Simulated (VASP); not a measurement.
# HfC (P6_3/mmc) in VASP: single point with r2SCAN

Aim: the single point of HfC with r2SCAN.

Program: VASP 6.6.1. These are calculated values, not measurements. Logs are shortened: lines on timing, memory, paths and dates and some standing lists are left out, and cuts for length are marked.

## 1. The crystal as given

The structure is hexagonal, space group P6_3/mmc (No. 194). The conventional cell has a = 3.343 Å, b = 3.343 Å, c = 5.203 Å, α = 90.00°, β = 90.00°, γ = 120.00°. Hf (site symmetry -6m2) is surrounded by 6 C at 2.33 Å. Around C (site symmetry -3m) lie 6 Hf at 2.33 Å and 2 C at 2.60 Å.

The cell comes from a database or a generator and needn't be the stable form of this composition.

## 2. Single point, r2SCAN

File POSCAR:

```
HfC
1.0
    3.3428660500      0.0000000000      0.0000000000
   -1.6714330300      2.8950069200      0.0000000000
    0.0000000000      0.0000000000      5.2027140000
Hf C
2 2
Direct
    0.6666666667      0.3333333333      0.7500000000
    0.3333333333      0.6666666667      0.2500000000
    0.0000000000      0.0000000000      0.0000000000
    0.0000000000      0.0000000000      0.5000000000
```

File INCAR.step1:

```
PREC = Accurate ; ENCUT = 520
ISMEAR = -1 ; SIGMA = 0.1
LREAL = False ; LASPH = True
NELM = 100 ; NBANDS = 22
GGA = PE ; ALGO = Normal
EDIFF = 1E-4 ; LWAVE = True
LCHARG = False
```

File INCAR.step2:

```
PREC = Accurate ; ENCUT = 520
EDIFF = 1E-7 ; ISMEAR = -1
SIGMA = 0.1 ; LREAL = False
LASPH = True ; NELM = 100
ALGO = Normal ; ISIF = 2
LWAVE = False ; LCHARG = False
METAGGA = R2SCAN ; LMIXTAU = True
NBANDS = 22 ; ISTART = 1
```

File KPOINTS:

```
Automatic mesh
0
Gamma
  7 7 4
```

Potentials or basis: VASP PAW PBE potentials, release 64 (Hf_pv, C).

Run with:

```
$ cat potpaw_PBE.64/Hf_pv/POTCAR potpaw_PBE.64/C/POTCAR > POTCAR
$ cp INCAR.step1 INCAR
$ mpirun -np 1 vasp_std > vasp.out
$ cp INCAR.step2 INCAR
$ mpirun -np 1 vasp_std > vasp.out
```

OUTCAR:

```text
PREC = Accurate
   ENCUT = 520
   EDIFF = 1E-7
   ISMEAR = -1
   LREAL = False
   LASPH = True
   NELM = 100
   ISIF = 2
   METAGGA = R2SCAN
   ISTART = 1

 ion  position               nearest neighbor table
   1  0.667  0.333  0.750-   3 2.33   4 2.33   3 2.33   4 2.33   3 2.33   4 2.33   2 3.24   2 3.24
                             2 3.24   2 3.24   2 3.24   2 3.24
   2  0.333  0.667  0.250-   3 2.33   4 2.33   3 2.33   4 2.33   3 2.33   4 2.33   1 3.24   1 3.24
                             1 3.24   1 3.24   1 3.24   1 3.24
   3  0.000  0.000  0.000-   1 2.33   2 2.33   1 2.33   2 2.33   1 2.33   2 2.33
   4  0.000  0.000  0.500-   1 2.33   2 2.33   1 2.33   2 2.33   1 2.33   2 2.33

  LATTYP: Found a hexagonal cell.
 ALAT       =     3.3428660500
 C/A-ratio  =     1.5563632889

  Lattice vectors:

 A1 = (   3.3428660500,   0.0000000000,   0.0000000000)
 A2 = (  -1.6714330300,   2.8950069200,   0.0000000000)
 A3 = (   0.0000000000,   0.0000000000,   5.2027140000)

Analysis of symmetry for initial positions (statically):
=====================================================================
 Subroutine PRICEL returns:
 Original cell was already a primitive cell.

 Routine SETGRP: Setting up the symmetry group for a
 hexagonal supercell.

 Subroutine GETGRP returns: Found 24 space group operations
 (whereof 12 operations were pure point group operations)
 out of a pool of 24 trial point group operations.

The static configuration has the point symmetry D_3d.
 The point group associated with its full space group is D_6h.

Analysis of symmetry for dynamics (positions and initial velocities):
=====================================================================
 Subroutine PRICEL returns:
 Original cell was already a primitive cell.

 Routine SETGRP: Setting up the symmetry group for a
 hexagonal supercell.

 Subroutine GETGRP returns: Found 24 space group operations
 (whereof 12 operations were pure point group operations)
 out of a pool of 24 trial point group operations.

The dynamic configuration has the point symmetry D_3d.
 The point group associated with its full space group is D_6h.

 Subroutine INISYM returns: Found 24 space group operations
 (whereof 12 operations are pure point group operations),
 and found     1 'primitive' translations

----------------------------------------------------------------------------------------

                                     Primitive cell

  volume of cell :      50.3499

  direct lattice vectors                    reciprocal lattice vectors
     3.342866050  0.000000000  0.000000000     0.299144502  0.172711159  0.000000000
    -1.671433030  2.895006920  0.000000000     0.000000000  0.345422318  0.000000000
     0.000000000  0.000000000  5.202714000     0.000000000  0.000000000  0.192207375

  length of vectors
     3.342866050  3.342866052  5.202714000     0.345422318  0.345422318  0.192207375

  position of ions in fractional coordinates (direct lattice)
     0.666666667  0.333333333  0.750000000
     0.333333333  0.666666667  0.250000000
     0.000000000  0.000000000  0.000000000
     0.000000000  0.000000000  0.500000000

  ion indices of the primitive-cell ions
   primitive index   ion index
                 1           1
                 2           2
                 3           3
                 4           4

----------------------------------------------------------------------------------------

 KPOINTS: Automatic mesh

Automatic generation of k-mesh.
 Grid dimensions read from file:
 generate k-points for:    7    7    4

 Generating k-lattice:

  Cartesian coordinates                     Fractional coordinates (reciprocal lattice)
     0.042734929  0.024673023  0.000000000     0.142857143 -0.000000000  0.000000000
     0.000000000  0.049346045  0.000000000     0.000000000  0.142857143  0.000000000
     0.000000000  0.000000000  0.048051844     0.000000000  0.000000000  0.250000000

  Length of vectors
     0.049346045  0.049346045  0.048051844

  Shift w.r.t. Gamma in fractional coordinates (k-lattice)
     0.000000000  0.000000000  0.000000000

 Subroutine IBZKPT returns following result:
 ===========================================

 Found     24 irreducible k-points:

 Following reciprocal coordinates:
            Coordinates               Weight
  0.000000  0.000000  0.000000      1.000000
  0.142857  0.000000  0.000000      6.000000
  0.285714  0.000000  0.000000      6.000000
  0.428571  0.000000  0.000000      6.000000
  0.142857  0.142857  0.000000      6.000000
  0.285714  0.142857  0.000000     12.000000
[... 16 lines left out ...]
  0.428571  0.142857  0.500000      6.000000
  0.285714  0.285714  0.500000      6.000000
   k-points           NKPTS =     24   k-points in BZ     NKDIM =     24   number of bands    NBANDS=     22
   number of dos      NEDOS =    301   number of ions     NIONS =      4
   total plane-waves  NPLWV =  31360
   dimension x,y,z NGX =    28 NGY =   28 NGZ =   40
   dimension x,y,z NGXF=    56 NGYF=   56 NGZF=   80
   ions per type =               2   2
   NGX,Y,Z   is equivalent  to a cutoff of  13.92, 13.92, 12.78 a.u.
   NGXF,Y,Z  is equivalent  to a cutoff of  27.85, 27.85, 25.56 a.u.
 SYSTEM =  unknown system
   PREC   = accura    normal or accurate (medium, high low for compatibility)
   ISTART =      1    job   : 0-new  1-cont  2-samecut
   ICHARG =      0    charge: 1-file 2-atom 10-const
   ISPIN  =      1    spin polarized calculation?
   LNONCOLLINEAR =      F non collinear calculations
   LSORBIT =      F    spin-orbit coupling
   LASPH  =      T    aspherical Exc in radial PAW
   ENCUT  =  520.0 eV  38.22 Ry    6.18 a.u.   6.22  6.22  9.67*2*pi/ulx,y,z
   NELM   =    100;   NELMIN=  2; NELMDL=  0     # of ELM steps
   EDIFF  = 0.1E-06   stopping-criterion for ELM
   LREAL  =      F    real-space projection
   EDIFFG = 0.1E-05   stopping-criterion for IOM
   NSW    =      0    number of steps for IOM
   IBRION =     -1    ionic relax: 0-MD 1-quasi-New 2-CG
   NFREE  =      0    steps in history (QN), initial steepest desc. (CG)
   ISIF   =      2    stress and relaxation
   ISYM   =      2    0-nonsym 1-usesym 2-fastsym
   POTIM  = 0.5000    time-step for ionic-motion
   TEBEG  =    0.0;   TEEND  =   0.0 temperature during run
   PSTRESS=    0.0 pullay stress
   NELECT =      28.0000    total number of electrons
   NUPDOWN=      -1.0000    fix difference up-down
   EMIN   =  10.00;   EMAX   =-10.00  energy-range for DOS
   EFERMI =   0.00;   METHOD = LEGACY
   ISMEAR =    -1;   SIGMA  =   0.10  broadening in eV -4-tet -1-fermi 0-gaus
   EFERMI_NEDOS =   21; number of points for ismear=-14 and -15
   IALGO  =     38    algorithm
   IMIX   =      4    mixing-type and parameters
     AMIX     =   0.40;   BMIX     =  1.00
     AMIX_MAG =   1.60;   BMIX_MAG =  1.00
  volume/ion in A,a.u.               =      12.59        84.94
  Fermi-wavevector in a.u.,A,eV,Ry     =   1.346257  2.544057 24.659309  1.812408
  Thomas-Fermi vector in A             =   2.474104
   LORBIT       =      0    0 simple, 1 ext, 2 COOP (PROOUT), +10 PAW based schemes
   METAGGA = R2SCAN    functional components
   LHFCALC =     F    Hartree Fock is set to
   AEXX    =    0.0000 exact exchange contribution
   IVDW    =     0    specifies the selected vdW correction
   LEPSILON=     F    determine dielectric tensor
   LRPA    =     F    only Hartree local field effects (RPA)
 non-spin polarized calculation
  energy-cutoff  :      520.00
  volume of cell :       50.35
 maximum number of plane-waves:      1375
 NGX is ok and might be reduce to    28
   NGX = 13   NGY = 13   NGZ = 19

 number of electron      28.0000002 magnetization

 Free energy of the ion-electron system (eV)
  ---------------------------------------------------
  ext. energy  EPLUGINS =         0.00000000
  ---------------------------------------------------
  free energy    TOTEN  =      -113.72923192 eV

  energy without entropy =     -113.70946190  energy(sigma->0) =     -113.71934691

 E-fermi :   6.4221     XC(G=0): -13.1339

 val. band max:        6.3126927494   @ k =   0.1429   0.1429   0.2500
 cond. band min:       6.5132111244   @ k =   0.2857   0.2857   0.0000
 fundamental gap:      0.2005183750
 Fermi energy:         6.4220870831

 k-point     1 :       0.0000    0.0000    0.0000
  band No.  band energies     occupation
      1     -25.4492      2.00000
      2     -24.8711      2.00000
      3     -24.8711      2.00000
      4     -24.7840      2.00000
      5     -24.7840      2.00000
      6     -24.6985      2.00000
[... 14 lines left out ...]
     21      10.7369      0.00000
     22      14.9603      0.00000

 k-point     2 :       0.1429    0.0000    0.0000
  band No.  band energies     occupation
      1     -25.4010      2.00000
      2     -24.9654      2.00000
      3     -24.9063      2.00000
      4     -24.8697      2.00000
      5     -24.7880      2.00000
      6     -24.7165      2.00000
[... 14 lines left out ...]
     21      11.9192      0.00000
     22      13.9693      0.00000

 k-point     3 :       0.2857    0.0000    0.0000
  band No.  band energies     occupation
      1     -25.2767      2.00000
      2     -25.1796      2.00000
      3     -25.0476      2.00000
      4     -24.9749      2.00000
      5     -24.8067      2.00000
      6     -24.7722      2.00000
[... 14 lines left out ...]
     21      13.3014      0.00000
     22      13.5502      0.00000
[... 476 lines left out ...]
 k-point    23 :       0.4286    0.1429    0.5000
  band No.  band energies     occupation
      1     -25.3630      2.00000
      2     -25.3630      2.00000
      3     -25.0278      2.00000
      4     -25.0278      2.00000
      5     -24.8380      2.00000
      6     -24.8380      2.00000
[... 14 lines left out ...]
     21      14.6081      0.00000
     22      14.6081      0.00000

 k-point    24 :       0.2857    0.2857    0.5000
  band No.  band energies     occupation
      1     -25.3015      2.00000
      2     -25.3015      2.00000
      3     -25.1297      2.00000
      4     -25.1297      2.00000
      5     -24.8195      2.00000
      6     -24.8195      2.00000
[... 14 lines left out ...]
     21      13.9744      0.00000
     22      13.9744      0.00000

------------------------ aborting loop because EDIFF is reached ----------------------------------------

  FORCE on cell =-STRESS in cart. coord.  units (eV):
  Direction    XX          YY          ZZ          XY          YZ          ZX
  --------------------------------------------------------------------------------------
  -------------------------------------------------------------------------------------
  Total       -2.0349777     -2.0349777      0.4736057      0.0000000      0.0000000      0.0000000
  in kB      -64.7547598    -64.7547598     15.0705469      0.0000001      0.0000000      0.0000000
  external PRESSURE =     -38.1463243 kB  Pullay stress =       0.0000000 kB

 VOLUME and BASIS-vectors are now :
 -----------------------------------------------------------------------------
  energy-cutoff  :      520.00
  volume of cell :       50.35
      direct lattice vectors                 reciprocal lattice vectors
     3.342866050  0.000000000  0.000000000     0.299144502  0.172711159  0.000000000
    -1.671433030  2.895006920  0.000000000     0.000000000  0.345422318  0.000000000
     0.000000000  0.000000000  5.202714000     0.000000000  0.000000000  0.192207375

 POSITION                                       TOTAL-FORCE (eV/Angst)
 -----------------------------------------------------------------------------------
      1.67143      0.96500      3.90204         0.000000      0.000000      0.000000
     -0.00000      1.93000      1.30068        -0.000000     -0.000000      0.000000
      0.00000      0.00000      0.00000         0.000000      0.000000      0.000000
      0.00000      0.00000      2.60136         0.000000      0.000000      0.000000
 -----------------------------------------------------------------------------------
    total drift:                                0.000000     -0.000000      0.000000

  FREE ENERGIE OF THE ION-ELECTRON SYSTEM (eV)
  ---------------------------------------------------
  free  energy   TOTEN  =      -113.7292319182 eV

  energy  without entropy=     -113.7094618998  energy(sigma->0) =     -113.71934691
```

Run time: 63 s. Hardware: 1 thread of Intel Xeon 6975P-C (Granite Rapids), shared host; peak memory 0.19 GiB.

Results:

| Item | Value |
| --- | --- |
| Free energy | -113.7292 eV |
| Pressure | -3.8 GPa |
| Band gap on the k mesh | none (metal or under the smearing width) |

Levels at points of the mesh, in eV from the Fermi level:
```csv
k point,band 10,band 11,band 12,band 13,band 14,band 15,band 16,band 17,band 18,band 19
"(0.00, 0.00, 0.00)",-3.32,-3.32,-1.39,-1.39,1.24,1.60,1.60,2.05,2.05,2.46
"(0.00, 0.00, 0.50)",-3.22,-2.85,-2.85,-2.85,-2.85,4.15,4.15,4.15,4.15,4.39
```

Caveat: the PAW data sets were made with another functional, which shifts forces and pressure a little. Spin-orbit coupling is left out, which matters for the levels of Hf.
